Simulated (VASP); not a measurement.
# W (Im-3m) in VASP: further runs

One crystal, W, is run at these levels: PBE; tasks: relaxation of the atoms.

Everything below comes from runs of VASP 6.6.1. Logs are shortened: lines on timing, memory, paths and dates and some standing lists are left out, and cuts for length are marked.

### Step 1. The structure

It takes space group Im-3m (No. 229, cubic). The conventional cell has a = 3.170 Å, b = 3.170 Å, c = 3.170 Å, α = 90.00°, β = 90.00°, γ = 90.00°. Around W (site symmetry m-3m) lie 8 W at 2.75 Å.

### Step 2. Relaxation of the atoms, PBE

INCAR reads:

```
SYSTEM = W
PREC = Accurate
ENCUT = 300
EDIFF = 1E-7
ISMEAR = 1
SIGMA = 0.1
LREAL = .FALSE.
LASPH = .TRUE.
NELM = 80
ALGO = Fast
ISIF = 2
LWAVE = .FALSE.
LCHARG = .FALSE.
GGA = PE
IBRION = 2
NSW = 40
EDIFFG = -0.01
```

KPOINTS reads:

```
Automatic mesh
0
G
  8 8 8
  0 0 0
```

POSCAR reads:

```
W                                       
1.0
   -1.5849070619      1.5849070619      1.5849070619
    1.5849070619     -1.5849070619      1.5849070619
    1.5849070619      1.5849070619     -1.5849070619
  W             
     1
Direct
     0.0000000000000000    0.0000000000000000    0.0000000000000000
```

Potentials or basis: VASP PAW PBE potentials, release 64 (W).

On the command line:

```sh
> cat potpaw_PBE.64/W/POTCAR > POTCAR
> mpirun -np 1 vasp_std > vasp.out
```

OUTCAR:

```text
SYSTEM = W
   PREC = Accurate
   ENCUT = 300
   EDIFF = 1E-7
   ISMEAR = 1
   LREAL = .FALSE.
   LASPH = .TRUE.
   NELM = 80
   ISIF = 2
   GGA = PE
   IBRION = 2
   NSW = 40
   EDIFFG = -0.01

 ion  position               nearest neighbor table
   1  0.000  0.000  0.000-

  LATTYP: Found a body centered cubic cell.
 ALAT       =     3.1698141238

  Lattice vectors:

 A1 = (  -1.5849070619,   1.5849070619,   1.5849070619)
 A2 = (   1.5849070619,  -1.5849070619,   1.5849070619)
 A3 = (   1.5849070619,   1.5849070619,  -1.5849070619)

Analysis of symmetry for initial positions (statically):
=====================================================================
 Subroutine PRICEL returns:
 Original cell was already a primitive cell.

 Routine SETGRP: Setting up the symmetry group for a
 body centered cubic supercell.

 Subroutine GETGRP returns: Found 48 space group operations
 (whereof 48 operations were pure point group operations)
 out of a pool of 48 trial point group operations.

The static configuration has the point symmetry O_h .

Analysis of symmetry for dynamics (positions and initial velocities):
=====================================================================
 Subroutine PRICEL returns:
 Original cell was already a primitive cell.

 Routine SETGRP: Setting up the symmetry group for a
 body centered cubic supercell.

 Subroutine GETGRP returns: Found 48 space group operations
 (whereof 48 operations were pure point group operations)
 out of a pool of 48 trial point group operations.

The dynamic configuration has the point symmetry O_h .

 Subroutine INISYM returns: Found 48 space group operations
 (whereof 48 operations are pure point group operations),
 and found     1 'primitive' translations

----------------------------------------------------------------------------------------

                                     Primitive cell

  volume of cell :      15.9247

  direct lattice vectors                    reciprocal lattice vectors
    -1.584907062  1.584907062  1.584907062     0.000000000  0.315475912  0.315475912
     1.584907062 -1.584907062  1.584907062     0.315475912  0.000000000  0.315475912
     1.584907062  1.584907062 -1.584907062     0.315475912  0.315475912  0.000000000

  length of vectors
     2.745139556  2.745139556  2.745139556     0.446150313  0.446150313  0.446150313

  position of ions in fractional coordinates (direct lattice)
     0.000000000  0.000000000  0.000000000

  ion indices of the primitive-cell ions
   primitive index   ion index
                 1           1

----------------------------------------------------------------------------------------

 KPOINTS: Automatic mesh

Automatic generation of k-mesh.
 Grid dimensions read from file:
 generate k-points for:    8    8    8

 Generating k-lattice:

  Cartesian coordinates                     Fractional coordinates (reciprocal lattice)
     0.000000000  0.039434489  0.039434489     0.125000000  0.000000000  0.000000000
     0.039434489  0.000000000  0.039434489     0.000000000  0.125000000  0.000000000
     0.039434489  0.039434489  0.000000000     0.000000000  0.000000000  0.125000000

  Length of vectors
     0.055768789  0.055768789  0.055768789

  Shift w.r.t. Gamma in fractional coordinates (k-lattice)
     0.000000000  0.000000000  0.000000000

 Subroutine IBZKPT returns following result:
 ===========================================

 Found     29 irreducible k-points:

 Following reciprocal coordinates:
            Coordinates               Weight
  0.000000  0.000000  0.000000      1.000000
  0.125000  0.000000  0.000000     12.000000
  0.250000  0.000000  0.000000     12.000000
  0.375000  0.000000  0.000000     12.000000
  0.500000  0.000000  0.000000      6.000000
  0.125000  0.125000  0.000000     24.000000
[... 16 lines left out ...]
 -0.250000  0.250000  0.250000      6.000000
 -0.375000  0.375000  0.250000     24.000000
 [... further k-points ...]
   k-points           NKPTS =     29   k-points in BZ     NKDIM =     29   number of bands    NBANDS=      7
   number of dos      NEDOS =    301   number of ions     NIONS =      1
   total plane-waves  NPLWV =   4096
   dimension x,y,z NGX =    16 NGY =   16 NGZ =   16
   dimension x,y,z NGXF=    32 NGYF=   32 NGZF=   32
   ions per type =               1
   NGX,Y,Z   is equivalent  to a cutoff of   9.69,  9.69,  9.69 a.u.
   NGXF,Y,Z  is equivalent  to a cutoff of  19.38, 19.38, 19.38 a.u.
 SYSTEM =  W
   PREC   = accura    normal or accurate (medium, high low for compatibility)
   ISTART =      0    job   : 0-new  1-cont  2-samecut
   ICHARG =      2    charge: 1-file 2-atom 10-const
   ISPIN  =      1    spin polarized calculation?
   LNONCOLLINEAR =      F non collinear calculations
   LSORBIT =      F    spin-orbit coupling
   LASPH  =      T    aspherical Exc in radial PAW
   ENCUT  =  300.0 eV  22.05 Ry    4.70 a.u.   3.88  3.88  3.88*2*pi/ulx,y,z
   NELM   =     80;   NELMIN=  2; NELMDL= -5     # of ELM steps
   EDIFF  = 0.1E-06   stopping-criterion for ELM
   LREAL  =      F    real-space projection
   EDIFFG = -.1E-01   stopping-criterion for IOM
   NSW    =     40    number of steps for IOM
   IBRION =      2    ionic relax: 0-MD 1-quasi-New 2-CG
   NFREE  =      1    steps in history (QN), initial steepest desc. (CG)
   ISIF   =      2    stress and relaxation
   ISYM   =      2    0-nonsym 1-usesym 2-fastsym
   POTIM  = 0.5000    time-step for ionic-motion
   TEBEG  =    0.0;   TEEND  =   0.0 temperature during run
   PSTRESS=    0.0 pullay stress
   NELECT =       6.0000    total number of electrons
   NUPDOWN=      -1.0000    fix difference up-down
   EMIN   =  10.00;   EMAX   =-10.00  energy-range for DOS
   EFERMI =   0.00;   METHOD = LEGACY
   ISMEAR =     1;   SIGMA  =   0.10  broadening in eV -4-tet -1-fermi 0-gaus
   EFERMI_NEDOS =   21; number of points for ismear=-14 and -15
   IALGO  =     68    algorithm
   IMIX   =      4    mixing-type and parameters
     AMIX     =   0.40;   BMIX     =  1.00
     AMIX_MAG =   1.60;   BMIX_MAG =  1.00
  volume/ion in A,a.u.               =      15.92       107.47
  Fermi-wavevector in a.u.,A,eV,Ry     =   1.182410  2.234431 19.022218  1.398094
  Thomas-Fermi vector in A             =   2.318665
   LORBIT       =      0    0 simple, 1 ext, 2 COOP (PROOUT), +10 PAW based schemes
   GGA     = PE    functional components
   LHFCALC =     F    Hartree Fock is set to
   AEXX    =    0.0000 exact exchange contribution
   IVDW    =     0    specifies the selected vdW correction
   LEPSILON=     F    determine dielectric tensor
   LRPA    =     F    only Hartree local field effects (RPA)
 conjugate gradient relaxation of ions
 non-spin polarized calculation
 RMM-DIIS sequential band-by-band and
 Methfessel and Paxton  Order N= 1 SIGMA  =   0.10
  energy-cutoff  :      300.00
  volume of cell :       15.92
 maximum number of plane-waves:       201
   NGX =  7   NGY =  7   NGZ =  7

 number of electron       5.9999998 magnetization

 Free energy of the ion-electron system (eV)
  ---------------------------------------------------
  ext. energy  EPLUGINS =         0.00000000
  ---------------------------------------------------
  free energy    TOTEN  =       -13.01457287 eV

  energy without entropy =      -13.01521135  energy(sigma->0) =      -13.01478570

 E-fermi :   7.3252     XC(G=0): -13.1193

 val. band max:        7.2493521865   @ k =   0.1250   0.0000   0.0000
 cond. band min:       7.8350849697   @ k =  -0.2500   0.2500   0.1250
 fundamental gap:      0.5857327832
 Fermi energy:         7.3252389372

 k-point     1 :       0.0000    0.0000    0.0000
  band No.  band energies     occupation
      1      -1.8234      2.00000
      2       6.5275      2.00000
      3       6.5275      2.00000
      4       6.5275      2.00000
      5       9.9805      0.00000
      6       9.9805      0.00000
      7      22.9818      0.00000

 k-point     2 :       0.1250    0.0000    0.0000
  band No.  band energies     occupation
      1      -1.1137      2.00000
      2       6.1097      2.00000
      3       6.3894      2.00000
      4       7.2494      1.95753
      5       9.4584      0.00000
      6      10.0043      0.00000
      7      23.4984      0.00000

 k-point     3 :       0.2500    0.0000    0.0000
  band No.  band energies     occupation
      1       0.5543      2.00000
      2       5.2359      2.00000
      3       5.9231      2.00000
      4       9.2813     -0.00000
      5       9.3691      0.00000
      6      10.1844      0.00000
      7      23.0154      0.00000

 k-point     4 :       0.3750    0.0000    0.0000
  band No.  band energies     occupation
      1       1.5248      2.00000
      2       4.4977      2.00000
      3       6.8588      2.00000
      4       9.8890      0.00000
      5      10.5829      0.00000
      6      12.0912      0.00000
      7      20.7393      0.00000

 k-point     5 :       0.5000    0.0000    0.0000
  band No.  band energies     occupation
      1       1.5389      2.00000
      2       4.2207      2.00000
      3       8.4456     -0.00000
      4       9.8738      0.00000
      5      10.8415      0.00000
      6      13.8196      0.00000
      7      19.6482      0.00000
[... 161 lines left out ...]
 k-point    22 :       0.2500    0.2500    0.2500
  band No.  band energies     occupation
      1       4.7945      2.00000
      2       4.7945      2.00000
      3       4.7945      2.00000
      4      11.0037      0.00000
      5      11.0037      0.00000
      6      14.4499      0.00000
      7      20.0266      0.00000

 k-point    23 :      -0.2500    0.2500    0.2500
  band No.  band energies     occupation
      1       2.5402      2.00000
      2       4.9966      2.00000
      3       7.2361      2.01961
      4       7.2361      2.01958
      5       9.1195     -0.00000
      6      11.2203      0.00000
      7      22.5260      0.00000

 k-point    24 :      -0.3750    0.3750    0.2500
  band No.  band energies     occupation
      1       3.2348      2.00000
      2       3.9741      2.00000
      3       7.2424      1.99410
      4       8.0416     -0.00000
      5      11.4598      0.00000
      6      12.1434      0.00000
      7      21.4492      0.00000

 [... further k-points ...]
[... 5 lines left out ...]
  --------------------------------------------------------------------------------------
  -------------------------------------------------------------------------------------
  Total        0.0008791      0.0008791      0.0008791      0.0000000     -0.0000000      0.0000000
  in kB        0.0884442      0.0884442      0.0884442      0.0000000     -0.0000000      0.0000000
  external PRESSURE =       0.0884442 kB  Pullay stress =       0.0000000 kB

 VOLUME and BASIS-vectors are now :
 -----------------------------------------------------------------------------
  energy-cutoff  :      300.00
  volume of cell :       15.92
      direct lattice vectors                 reciprocal lattice vectors
    -1.584907062  1.584907062  1.584907062     0.000000000  0.315475912  0.315475912
     1.584907062 -1.584907062  1.584907062     0.315475912  0.000000000  0.315475912
     1.584907062  1.584907062 -1.584907062     0.315475912  0.315475912  0.000000000

 POSITION                                       TOTAL-FORCE (eV/Angst)
 -----------------------------------------------------------------------------------
      0.00000      0.00000      0.00000        -0.000000      0.000000     -0.000000
 -----------------------------------------------------------------------------------
    total drift:                                0.000000      0.000000     -0.000000

  FREE ENERGIE OF THE ION-ELECTRON SYSTEM (eV)
  ---------------------------------------------------
  free  energy   TOTEN  =       -13.0145728671 eV

  energy  without entropy=      -13.0152113512  energy(sigma->0) =      -13.01478570

 reached required accuracy - stopping structural energy minimisation
```

It used 2.3 s of CPU time on 1 thread of Intel(R) Xeon(R) Platinum 8488C (Sapphire Rapids), with other jobs on the host, which was overloaded at the time.

What came out:

```
Free energy             : -13.0146 eV
Pressure after relaxing : 0.0 GPa
Band gap on the k mesh  : none (metal or under the smearing width)
```

Final structure:
```yaml
crystal:
  lattice:
    - [-1.58491, 1.58491, 1.58491]
    - [1.58491, -1.58491, 1.58491]
    - [1.58491, 1.58491, -1.58491]
  atoms:
    - { symbol: W, position: [0.00000, 0.00000, 0.00000] }
```

Levels at points of the mesh, in eV from the Fermi level:
```
           k point  band 1  band 2  band 3  band 4  band 5  band 6
(0.00, 0.00, 0.00)   -9.15   -0.80   -0.80   -0.80    2.66    2.66
(0.50, 0.00, 0.00)   -5.79   -3.10    1.12    2.55    3.52    6.49
(0.50, 0.50, 0.50)   -5.34   -5.34    5.52    5.52    5.52    8.77
```

Caveat: the relaxation stopped at its first step, so nothing moved.

### Step 3. Relaxation of the atoms, PBE (a relaxed cell with its volume scaled by 1.02)

INCAR is that of step 2.

KPOINTS is that of step 2.

POSCAR reads:

```
W                                       
1.0
   -1.5954034411      1.5954034411      1.5954034411
    1.5954034411     -1.5954034411      1.5954034411
    1.5954034411      1.5954034411     -1.5954034411
  W             
     1
Direct
     0.0000000000000000    0.0000000000000000    0.0000000000000000
```

Potentials or basis: VASP PAW PBE potentials, release 64 (W).

On the command line:

```sh
> cat potpaw_PBE.64/W/POTCAR > POTCAR
> mpirun -np 1 vasp_std > vasp.out
```

It used 2.2 s of CPU time on 1 thread of Intel(R) Xeon(R) Platinum 8488C (Sapphire Rapids), on a shared host, which was overloaded at the time.

It converged, with:

| Property | Result |
| --- | --- |
| Free energy | -13.0101 eV |
| Pressure after relaxing | -6.1 GPa |
| Band gap on the k mesh | none (metal or under the smearing width) |

Final structure:
```yaml
crystal:
  lattice:
    - [-1.59540, 1.59540, 1.59540]
    - [1.59540, -1.59540, 1.59540]
    - [1.59540, 1.59540, -1.59540]
  atoms:
    - { symbol: W, position: [0.00000, 0.00000, 0.00000] }
```

Levels at points of the mesh, in eV from the Fermi level:
```csv
k point,band 1,band 2,band 3,band 4,band 5,band 6,band 7
"(0.00, 0.00, 0.00)",-9.05,-0.78,-0.78,-0.78,2.59,2.59,15.58
"(0.50, 0.00, 0.00)",-5.67,-3.02,1.05,2.48,3.42,6.30,11.08
"(0.50, 0.50, 0.50)",-5.19,-5.19,5.36,5.36,5.36,8.60,8.60
```

Caveat: the relaxation stopped at its first step, so nothing moved.
